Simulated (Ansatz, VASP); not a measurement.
# Cu: VASP beside Ansatz

```
Cu
1.0
     2.48120    0.00000    0.00000
    -1.24060    2.14878    0.00000
     0.00000    0.00000    8.15492
Cu
4
Direct
  0.00000 0.00000 0.00000
  0.00000 0.00000 0.50000
  0.33333 0.66667 0.25000
  0.66667 0.33333 0.75000
```

Alike in both runs: functional LDA; k mesh 11 × 11 × 3; no spin polarisation.

Ansatz relaxed the structure, and its values are those at the end. VASP's run is a single point on that final structure, the one shown.

```csv
,VASP,Ansatz
version,VASP 6.6.1,Ansatz 0.2.0
potentials or method,"VASP PAW LDA potentials, release 64 (Cu)","plane waves, PAW"
plane-wave cutoff (eV),520,420
occupations,"methfessel-paxton of order 1, width 0.1 eV",methfessel-paxton of order 1
valence electrons in the cell,44,76
```

```tsv
	VASP	Ansatz	Ansatz less VASP
pressure (GPa)	1.0	0.0	-0.99
```

The two sets of potentials don't hold the same shells in valence.
